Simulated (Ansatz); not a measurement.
Input and output of a one-shot G0W0 calculation on a 2-atom cell of CaO from a published structure (Ansatz, G0W0@PBE with 44 empty bands, a screening cutoff of 80 eV and an 8×8×8 mesh). The geometry is the r2SCAN minimum.

input.yaml:
```yaml
crystal:
  lattice:
    - [0.0, 2.3975473891, 2.3975473891]
    - [2.3975473891, 0.0, 2.3975473891]
    - [2.3975473891, 2.3975473891, 0.0]
  atoms:
    - { symbol: Ca, position: [0.0, 0.0, 0.0] }
    - { symbol: O, position: [0.5, 0.5, 0.5] }
kpoints:
  mp_grid: { grid: [8, 8, 8] }
hamiltonian:
  xc: pbe
scf:
  occupations: { method: fixed }
gw:
  n_empty_bands: 44
  ecut_chi: 80
  qp_bands: [v2, c2]
  qp_kpoints: band_edges
  screening: { model: contour_deformation }
```

Command: `ansatz run input.yaml --threads 4 --pin off --max-ram 5529MiB --backend cpu --events-out ev --progress --plain --runs-dir out`. It took 24 s on 4 threads of AMD EPYC 7R43 64-Core Processor (Zen 3), with other jobs on the host, load about 1.0 per core; peak host memory 0.37 GiB.

Abridged output:
```
Functional definition: PBE
Crystal: 2 atoms, lattice volume = 27.563 Å³
Basis set: ecut = 420 eV, 537 PW (Γ)
Bands: 12, of which v1, the nominal top of the filled ones, is band 8 counted from 1 (7 counted from 0)
Symmetry: 48 space group operations
Space group: Fm-3m (ITA 225)
k-points: 29 of 512
SCF 1 converged in 7 iterations: F = -2387.718172 eV  dr2 = 5.05e-8
SCF converged after 7 iterations
Free energy (F): -2387.718172 eV
Fermi energy:    7.772115 eV
--- Per-component energies (eV) ---
  E_band       = -99.482661
  E_kinetic    = 456.477288
  E_local      = -887.906062
  E_nonlocal   = 111.529962
  E_hartree    = 294.499792
  E_xc         = -213.388367
  E_vxc        = -268.485357
  E_paw        = -1016.339862
  E_vpaw       = -100.096478
  E_ewald      = -1132.593347
--- G₀W₀: contour deformation, 6 samples at zero and on the imaginary axis and 3 off it, 512 q-points, 44 empty bands' worth ---
    ik  band        ε_KS         Σx   Σc(E_QP)       V_xc       Z   E_QP_lin       E_QP  E_QP is
     0     7      7.7721   -25.4871     4.6153   -20.2163  0.7598     7.1109     7.1166  root
     0     8      7.7721   -25.4871     4.6153   -20.2163  0.7598     7.1109     7.1166  root
     0     9     12.5613    -7.6127    -3.9005   -12.1857  0.8344    13.2376    13.2338  root
     0    10     14.0278    -7.5724    -4.9898   -14.6046  0.8126    16.1309    16.0702  root
     1     7      7.5612   -25.1243     4.5887   -19.8615  0.7590     6.8808     6.8871  root
     1     8      7.5612   -25.1243     4.5887   -19.8615  0.7590     6.8808     6.8871  root
     1     9     13.2445    -8.2869    -3.8622   -12.9336  0.8271    14.0347    14.0290  root
     1    10     13.9875    -7.7594    -4.8610   -14.5749  0.8111    15.9970    15.9419  root
     5     7      7.6530   -25.2598     4.5932   -19.9891  0.7598     6.9694     6.9756  root
     5     8      7.6530   -25.2598     4.5932   -19.9891  0.7598     6.9694     6.9756  root
     5     9     13.3081    -8.1901    -3.9354   -12.9730  0.8273    14.1623    14.1556  root
     5    10     13.4983    -7.1289    -4.8028   -13.7902  0.8177    15.4029    15.3569  root
     6     7      7.2909   -24.6568     4.5541   -19.3818  0.7584     6.5626     6.5700  root
     6     8      7.3952   -24.8863     4.5810   -19.5982  0.7586     6.6811     6.6881  root
     6     9     13.3047    -7.1677    -4.6582   -13.5721  0.8181    15.0901    15.0509  root
     6    10     14.2835    -8.5749    -4.0996   -13.7313  0.8185    15.3527    15.3404  root
    11     7      7.1955   -24.6472     4.5935   -19.3510  0.7563     6.4856     6.4928  root
    11     8      7.4990   -24.9025     4.5458   -19.6522  0.7600     6.7877     6.7945  root
    11     9     13.8100    -7.7380    -4.7307   -14.3216  0.8117    15.7108    15.6629  root
    11    10     13.9954    -8.5339    -4.0080   -13.5111  0.8209    14.9745    14.9647  root
    12     7      7.4746   -25.0792     4.6047   -19.7566  0.7593     6.7497     6.7568  root
    12     8      7.4746   -25.0792     4.6047   -19.7566  0.7593     6.7497     6.7568  root
    12     9     12.4938    -6.5783    -4.5029   -12.6723  0.8257    14.1138    14.0849  root
    12    10     14.4527    -8.2020    -4.3343   -13.7667  0.8203    15.7005    15.6830  root
    13     7      7.1505   -24.5496     4.5696   -19.2179  0.7581     6.3799     6.3884  root
    13     8      7.2839   -24.8901     4.6180   -19.5342  0.7579     6.5382     6.5461  root
    13     9     12.4385    -6.9058    -4.3906   -12.8507  0.8241    14.0199    13.9927  root
    13    10     15.2909    -8.7455    -4.5884   -14.8705  0.8095    16.8610    16.8275  root
    14     7      6.6893   -24.0778     4.6095   -18.6431  0.7548     5.8534     5.8642  root
    14     8      6.9704   -24.5541     4.6428   -19.1524  0.7551     6.2028     6.2115  root
    14     9     13.1426    -7.6718    -4.4494   -13.7706  0.8154    14.8262    14.7920  root
    14    10     15.6756    -9.2119    -5.0315   -16.1960  0.7882    17.7034    17.6282  root
    17     7      7.4041   -25.1664     4.6468   -19.7783  0.7587     6.6550     6.6627  root
    17     8      7.4041   -25.1664     4.6468   -19.7783  0.7587     6.6550     6.6627  root
    17     9     11.7093    -6.3214    -4.2957   -12.0449  0.8308    13.1580    13.1371  root
    17    10     15.5036    -8.9198    -4.8409   -15.6015  0.8105    17.3936    17.3445  root
  […]
```

The points are ik 0 = (0, 0, 0) (Γ), ik 1 = (0, 0, 1/8), ik 5 = (0, 1/8, 1/8), ik 6 = (0, 1/8, 1/4), ik 11 = (0, 1/8, -1/8), ik 12 = (0, 1/4, 1/4), ik 13 = (0, 1/4, 3/8), ik 14 = (0, 1/4, -1/2), ik 17 = (0, 3/8, 3/8), ik 18 = (0, 3/8, -1/2), ik 19 = (0, 3/8, -3/8), ik 20 = (0, -1/2, -1/2); band 8 is the last filled one.

The quasiparticle gap on this mesh is 5.68 eV (Γ to k = (0, -1/2, -1/2)), against 3.65 eV from PBE: +2.03 eV. Renormalisation factors Z lie between 0.75 and 0.83. No extrapolation in bands, cutoff or mesh was made for G0W0.

No spin polarisation; the structure comes from an open crystallographic database, the properties from the calculation.
